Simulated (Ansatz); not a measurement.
# BaTiO3 (P4mm): the gap up the ladder of methods

Wanted: a ladder of band gaps for BaTiO3 (P4mm), from density functionals to G0W0.

Method: density functionals, hybrids and G0W0, plane waves, PAW, in Ansatz 0.2.0.

This is a report of a sequence of runs, with most program output left out.

In doubt: masses and optical values from hybrid runs of this build are listed as unsure (steps 11, 12), which bears on the screening that GW takes from such a start.

### 1. The starting structure

It takes space group P4mm (No. 99, tetragonal). Conventional cell: a = 3.990 Å, b = 3.990 Å, c = 4.023 Å, α = 90.00°, β = 90.00°, γ = 90.00°. Ba has 12 O at 2.80 to 2.87 Å nearest. Nearest to Ti lie 6 O at 1.84 to 2.18 Å. Nearest to O lie 2 Ti at 1.84 to 2.18 Å and 4 Ba at 2.82 Å. Nearest to O lie 2 Ti at 2.00 Å and 4 Ba at 2.80 to 2.87 Å. Farther neighbours and most contacts between anions are not listed.

The cell and positions come from the Crystallography Open Database and are kept as given unless a step says otherwise. Spin-orbit coupling is left out unless a step names it. The default PAW set here is soft_2. Its files were made with PBE.

### 2. LDA on the 6×6×6 mesh

This step: DFT, LDA, plane waves, PAW.

File input.yaml:

```yaml
crystal:
  lattice:
    - [3.99048, 0.0, 0.0]
    - [0.0, 3.99048, 0.0]
    - [0.0, 0.0, 4.02303]
  atoms:
    - { symbol: Ba, position: [0.0, 0.0, 0.0] }
    - { symbol: Ti, position: [0.5, 0.5, 0.522] }
    - { symbol: O, position: [0.5, 0.5, 0.979] }
    - { symbol: O, position: [0.5, 0.0, 0.488] }
    - { symbol: O, position: [0.0, 0.5, 0.488] }
kpoints:
  mp_grid: { grid: [6, 6, 6] }
  band_path:
    path:
      - [0.0, 0.0, 0.0]
      - [0.0, 0.5, 0.0]
      - [0.5, 0.5, 0.0]
      - [0.0, 0.0, 0.5]
      - [0.0, 0.5, 0.5]
      - [0.5, 0.5, 0.5]
    npoints: 1
hamiltonian:
  xc: lda
scf:
  occupations: { method: fixed }
  n_extra_bands: 5
output:
  eigenvalues: true
  forces: true
  stress: true
  write_density: true
  write_potential: true
  elf: true
  volumetric_format: npy
```

Command:

```bash
$ ansatz run input.yaml --threads 3 --pin off --max-ram 92160MiB --backend cuda --events-out ev --progress --plain --runs-dir out --devices 1 --max-vram 13GiB
```

Elapsed: 6.5 s, on 1 × NVIDIA H100 80GB HBM3 (shared by 6 runs) with 3 threads of AMD EPYC 7R13 (Zen 3), shared host; peak memory 0.91 GiB.

Numbers from this step:

```
pressure             : -7.131 GPa
gap                  : 1.771 eV
valence top at       : A
conduction bottom at : Γ
least direct gap     : 2.120 eV
```

Over mesh and listed points the gap is 1.771 eV, from k = (0.500, 0.500, 0.500) to k = Γ. The least direct gap found is 2.120 eV, at k = Γ. The pressure in this cell is -7 GPa; the cell is kept.

### 3. PBEsol on the 6×6×6 mesh

This step: DFT, PBEsol, plane waves, PAW.

Edit input.yaml of step 2 so:

```diff
@@ -23,3 +23,3 @@
 hamiltonian:
-  xc: lda
+  xc: pbesol
 scf:
```

Wall time 3.9 s (1 × NVIDIA H100 80GB HBM3 (shared by 6 runs) with 3 threads); peak memory 0.94 GiB.

This step gave:

```
pressure             : -2.325 GPa
gap                  : 1.815 eV
valence top at       : A
conduction bottom at : Γ
least direct gap     : 2.163 eV
```

Over mesh and listed points the gap is 1.815 eV, from k = (0.500, 0.500, 0.500) to k = Γ. The least direct gap found is 2.163 eV, at k = Γ. PBEsol against LDA: 1.815 − 1.771 = +0.044 eV, with the same mesh, files and cutoff, and both edges at the same k points.

### 4. PBE on the 6×6×6 mesh

Levels along a band path and on the mesh show where this functional puts the band edges.

This step: DFT, PBE, plane waves, PAW.

input.yaml, the sections that differ from step 3:

```yaml
kpoints:
  mp_grid: { grid: [6, 6, 6] }
  band_path:
    path:
      - [[0.0, 0.0, 0.0], [0.0, 0.5, 0.0], [0.5, 0.5, 0.0], [0.0, 0.0, 0.0], [0.0, 0.0, 0.5], [0.0, 0.5, 0.5], [0.5, 0.5, 0.5], [0.0, 0.0, 0.5]]
      - [[0.0, 0.5, 0.0], [0.0, 0.5, 0.5]]
      - [[0.5, 0.5, 0.0], [0.5, 0.5, 0.5]]
    npoints: 10
hamiltonian:
  xc: pbe
scf:
  occupations: { method: fermi_dirac, width: 0.02 }
  n_extra_bands: 5
# crystal, output: as in step 3
```

Run time: 11 s. Hardware: 1 × NVIDIA H100 80GB HBM3 (shared by 6 runs) with 3 threads; peak memory 0.96 GiB.

This step gave:

| Quantity | Value |
| --- | --- |
| pressure | 3.984 GPa |
| gap | 1.861 eV |
| valence top at | A |
| conduction bottom at | Γ |
| least direct gap | 2.207 eV |

Over mesh and path the gap is 1.861 eV, from k = (0.500, 0.500, 0.500) to k = Γ. The least direct gap found is 2.207 eV, at k = Γ. PBE against PBEsol: 1.861 − 1.815 = +0.046 eV, with the same mesh, files and cutoff, and both edges at the same k points.

### 5. PBE+SOC on the 6×6×6 mesh

This run has two-component orbitals with spin-orbit coupling.

This step: DFT, PBE with spin-orbit coupling, plane waves, PAW.

input.yaml, the sections that differ from step 4:

```yaml
kpoints:
  mp_grid: { grid: [6, 6, 6] }
  band_path:
    path:
      - [0.0, 0.0, 0.0]
      - [0.0, 0.5, 0.0]
      - [0.5, 0.5, 0.0]
      - [0.0, 0.0, 0.5]
      - [0.0, 0.5, 0.5]
      - [0.5, 0.5, 0.5]
    npoints: 1
scf:
  occupations: { method: fixed }
  n_extra_bands: 10
magnetization:
  noncollinear: true
  spin_orbit: true
# crystal, hamiltonian, output: as in step 4
```

Elapsed: 18 s, on 1 × NVIDIA H100 80GB HBM3 (shared by 6 runs) with 3 threads; peak memory 1.1 GiB.

Numbers from this step:

- pressure: 3.984 GPa
- gap: 1.861 eV
- valence top at: A
- conduction bottom at: Γ
- least direct gap: 2.162 eV

Over mesh and listed points the gap is 1.861 eV, from k = (0.500, 0.500, 0.500) to k = Γ. The least direct gap found is 2.162 eV, at k = Γ. PBE+SOC against PBE: 1.861 − 1.861 = +0.000 eV, with the same mesh, set of files (read in its fully relativistic form for the spin-orbit run) and cutoff, and both edges at the same k points. The spin-orbit run sees mesh and listed points alone, so its gap is an upper bound: the coupling can move an edge off these points, the more so as this crystal has no centre of inversion, and the change over the zone, its sign included where it is small, is not known.

### 6. r2SCAN on the 6×6×6 mesh

r2SCAN is a meta-GGA: it depends on the kinetic-energy density as well as on the density and its gradient.

This step: DFT, r2SCAN, plane waves, PAW.

Edit input.yaml of step 5 so:

```diff
@@ -23,9 +23,6 @@
 hamiltonian:
-  xc: pbe
+  xc: r2scan
 scf:
   occupations: { method: fixed }
-  n_extra_bands: 10
-magnetization:
-  noncollinear: true
-  spin_orbit: true
+  n_extra_bands: 5
 output:
@@ -34,5 +31 @@
   stress: true
-  write_density: true
-  write_potential: true
-  elf: true
-  volumetric_format: npy
```

Wall time 9.7 s (1 × NVIDIA H100 80GB HBM3 (shared by 6 runs) with 3 threads); peak memory 0.97 GiB.

This step gave:

```yaml
pressure: 0.8131 GPa
gap: 2.218 eV
valence_top_at: A
conduction_bottom_at: Γ
least_direct_gap: 2.568 eV
```

Over mesh and listed points the gap is 2.218 eV, from k = (0.500, 0.500, 0.500) to k = Γ. The least direct gap found is 2.568 eV, at k = Γ. r2SCAN against PBE: 2.218 − 1.861 = +0.357 eV. The runs also differ in plane-wave cutoff (420 eV and 500 eV), so how much of this comes from the functional alone is not known.

### 7. HSE06 on the 4×4×4 mesh

HSE06 mixes in a quarter of exact exchange at short range.

This step: DFT, HSE06, plane waves, PAW.

Edit input.yaml of step 6 so:

```diff
@@ -12,3 +12,3 @@
 kpoints:
-  mp_grid: { grid: [6, 6, 6] }
+  mp_grid: { grid: [4, 4, 4] }
   band_path:
@@ -23,3 +23,3 @@
 hamiltonian:
-  xc: r2scan
+  xc: hse06
 scf:
@@ -29,3 +29,5 @@
   eigenvalues: true
-  forces: true
-  stress: true
+  write_density: true
+  write_potential: true
+  elf: true
+  volumetric_format: npy
```

It took 29 s on 1 × NVIDIA H100 80GB HBM3 (shared by 6 runs) with 3 threads; peak memory 1.2 GiB.

This step gave:

```
gap                     : 3.285 eV
valence top at          : A
conduction bottom at    : Γ
least direct gap        : 3.616 eV
exact-exchange fraction : 0.25
```

Over mesh and listed points the gap is 3.285 eV, from k = (0.500, 0.500, 0.500) to k = Γ. The least direct gap found is 3.616 eV, at k = Γ. HSE06 against PBE: 3.285 − 1.861 = +1.424 eV. The runs also differ in mesh (6×6×6 and 4×4×4), so how much of this comes from the functional alone is not known.

### 8. PBE0 on the 4×4×4 mesh

PBE0 mixes in a quarter of exact exchange at all distances.

This step: DFT, PBE0, plane waves, PAW.

Edit input.yaml of step 7 so:

```diff
@@ -23,3 +23,3 @@
 hamiltonian:
-  xc: hse06
+  xc: pbe0
 scf:
```

Run time: 16 s. Hardware: 1 × NVIDIA H100 80GB HBM3 (shared by 6 runs) with 3 threads; peak memory 1.2 GiB; 20 s of CPU time.

Numbers from this step:

| Item | Value |
| --- | --- |
| gap | 4.031 eV |
| valence top at | A |
| conduction bottom at | Γ |
| least direct gap | 4.349 eV |
| exact-exchange fraction | 0.25 |

Over mesh and listed points the gap is 4.031 eV, from k = (0.500, 0.500, 0.500) to k = Γ. The least direct gap found is 4.349 eV, at k = Γ. PBE0 against HSE06: 4.031 − 3.285 = +0.746 eV, with the same mesh, files and cutoff, and both edges at the same k points.

### 9. DDH-PBE0 on the 4×4×4 mesh

The input asks for a share of exact exchange of one over the crystal's ε∞, which the program works out first.

This step: DFT, dielectric-dependent PBE0 (fraction 1/eps_inf of PBE), plane waves, PAW.

Edit input.yaml of step 8 so:

```diff
@@ -11,2 +11,3 @@
     - { symbol: O, position: [0.0, 0.5, 0.488] }
+  host: atoms
 kpoints:
@@ -23,3 +24,6 @@
 hamiltonian:
-  xc: pbe0
+  xc:
+    exchange: pbe
+    correlation: pbe
+    exx: { coeff: inverse_dielectric }
 scf:
@@ -29,5 +33 @@
   eigenvalues: true
-  write_density: true
-  write_potential: true
-  elf: true
-  volumetric_format: npy
```

The job ended after 29 s (1 × NVIDIA H100 80GB HBM3 (shared by 6 runs) with 3 threads; peak memory 1.3 GiB).

Numbers from this step:

```
gap                     : 3.236 eV
valence top at          : A
conduction bottom at    : Γ
least direct gap        : 3.564 eV
exact-exchange fraction : 0.1623
```

Over mesh and listed points the gap is 3.236 eV, from k = (0.500, 0.500, 0.500) to k = Γ. The least direct gap found is 3.564 eV, at k = Γ. DDH-PBE0 against PBE0: 3.236 − 4.031 = −0.795 eV, with the same mesh, files and cutoff, and both edges at the same k points.

### 10. G0W0@PBE, 4×4×4 mesh, 411 empty bands, screening to 200 eV

G0W0 replaces the xc potential by a self-energy built once from the orbitals of the start. Levels are corrected in the window of bands that the input names, at points of the mesh.

This step: G0W0 on PBE, plane waves, PAW.

File input.yaml:

```yaml
crystal:
  lattice:
    - [3.99048, 0.0, 0.0]
    - [0.0, 3.99048, 0.0]
    - [0.0, 0.0, 4.02303]
  atoms:
    - { symbol: Ba, position: [0.0, 0.0, 0.0] }
    - { symbol: Ti, position: [0.5, 0.5, 0.522] }
    - { symbol: O, position: [0.5, 0.5, 0.979] }
    - { symbol: O, position: [0.5, 0.0, 0.488] }
    - { symbol: O, position: [0.0, 0.5, 0.488] }
kpoints:
  mp_grid: { grid: [4, 4, 4] }
hamiltonian:
  xc: pbe
scf:
  occupations: { method: fixed }
gw:
  n_empty_bands: 411
  ecut_chi: 200.0
  qp_bands: [v2, c2]
  qp_kpoints: band_edges
  screening: { model: contour_deformation }
```

Run time: 36 s. Hardware: 1 × NVIDIA H100 80GB HBM3 (shared by 6 runs) with 3 threads; peak memory 1.8 GiB; 49 s of CPU time.

This step gave:

```
bands summed                                    : 431
RPA ε∞ on this mesh (eigenvalues)               : 5.636, 6.245, 6.245
plane waves in the screening matrix             : 437
G0W0 gap over the corrected points              : 3.374 eV
k of the valence top                            : -0.5, -0.5, -0.5
k of the conduction bottom                      : 0, 0, 0
starting gap on the mesh                        : 1.856 eV
Z at the valence top                            : 0.7115
Z at the conduction bottom                      : 0.7339
least direct G0W0 gap over the corrected points : 3.723 eV
```

Over 12 of 18 irreducible mesh points the G0W0 gap is 3.374 eV, from k = (-0.500, -0.500, -0.500) to k = Γ. The PBE gap of this run on the mesh is 1.856 eV. The two states that bound the G0W0 gap lie that far apart at the start, so the correction of the gap is 3.374 − 1.856 = +1.518 eV.

### 11. G0W0@HSE06, 4×4×4 mesh, 191 empty bands, screening to 120 eV

This step: G0W0 on HSE06, plane waves, PAW.

Edit input.yaml of step 10 so:

```diff
@@ -14,3 +14,3 @@
 hamiltonian:
-  xc: pbe
+  xc: hse06
 scf:
@@ -18,4 +18,4 @@
 gw:
-  n_empty_bands: 411
-  ecut_chi: 200.0
+  n_empty_bands: 191
+  ecut_chi: 120
   qp_bands: [v2, c2]
```

The job ended after 67 s (1 × NVIDIA H100 80GB HBM3 (shared by 6 runs) with 3 threads; peak memory 1.5 GiB; 60 s of CPU time).

This step gave:

* bands summed: 211
* RPA ε∞ on this mesh (eigenvalues): 4.345, 4.582, 4.582
* plane waves in the screening matrix: 179
* G0W0 gap over the corrected points: 3.586 eV
* k of the valence top: -0.5, -0.5, -0.5
* k of the conduction bottom: 0, 0, 0
* starting gap on the mesh: 3.285 eV
* Z at the valence top: 0.7618
* Z at the conduction bottom: 0.7782
* least direct G0W0 gap over the corrected points: 3.967 eV

Over 10 of 18 irreducible mesh points the G0W0 gap is 3.586 eV, from k = (-0.500, -0.500, -0.500) to k = Γ. The HSE06 gap of this run on the mesh is 3.285 eV. The two states that bound the G0W0 gap lie that far apart at the start, so the correction of the gap is 3.586 − 3.285 = +0.301 eV. G0W0@HSE06 against G0W0@PBE with 211 bands (a further run, in the table below): 3.586 − 3.326 = +0.260 eV, with the same mesh, files and cutoffs, and both edges at the same k points.

### 12. G0W0@PBE0, 4×4×4 mesh, 191 empty bands, screening to 120 eV

This step: G0W0 on PBE0, plane waves, PAW.

Edit input.yaml of step 11 so:

```diff
@@ -14,3 +14,3 @@
 hamiltonian:
-  xc: hse06
+  xc: pbe0
 scf:
```

Elapsed: 36 s, on 1 × NVIDIA H100 80GB HBM3 (shared by 6 runs) with 3 threads; peak memory 1.5 GiB.

Numbers from this step:

| Property | Result |
| --- | --- |
| bands summed | 211 |
| RPA ε∞ on this mesh (eigenvalues) | 4.075, 4.263, 4.263 |
| plane waves in the screening matrix | 179 |
| G0W0 gap over the corrected points | 3.849 eV |
| k of the valence top | -0.5, -0.5, -0.5 |
| k of the conduction bottom | 0, 0, 0 |
| starting gap on the mesh | 4.031 eV |
| Z at the valence top | 0.7757 |
| Z at the conduction bottom | 0.7911 |
| least direct G0W0 gap over the corrected points | 4.223 eV |

Over 11 of 18 irreducible mesh points the G0W0 gap is 3.849 eV, from k = (-0.500, -0.500, -0.500) to k = Γ. The PBE0 gap of this run on the mesh is 4.031 eV. The two states that bound the G0W0 gap lie that far apart at the start, so the correction of the gap is 3.849 − 4.031 = −0.182 eV. G0W0@PBE0 against G0W0@HSE06 with 211 bands: 3.849 − 3.586 = +0.263 eV, with the same mesh, files and cutoffs, and both edges at the same k points. The program's warnings for this run: coarse exchange mesh.

(Continued in part 2 of 2.)

[Paths, hosts, dates, memory and timing lines, banners, echoed tables and standing remarks are left out of the program output.]

[Logs are printed without paths, hosts, clocks, repeated set-up lines and the standing remarks that a program may print on its own settings, such as how far it seeks lower states.]

[Runs of the session that timed out or met a known fault of the program may be left out.]

[Cells called generated may have been cut or substituted from an entry of the Crystallography Open Database or the Materials Project.]

[Hosts, paths, dates, database ids (printed as entryN), source tags and the programs' standing remarks are cut or masked in the printed files.]

[Where an RPA ε∞ is given, it is that of the G0W0 mesh and is not shown converged in it. Names of k-points follow the symmetry that the program found, which can be lower than the space group named. Band edges on a path are those of the sampled points; other points can move an edge, and change direct to indirect where valleys lie close.]

[Hybrid gaps are those of their k-mesh and are not shown converged in it.]
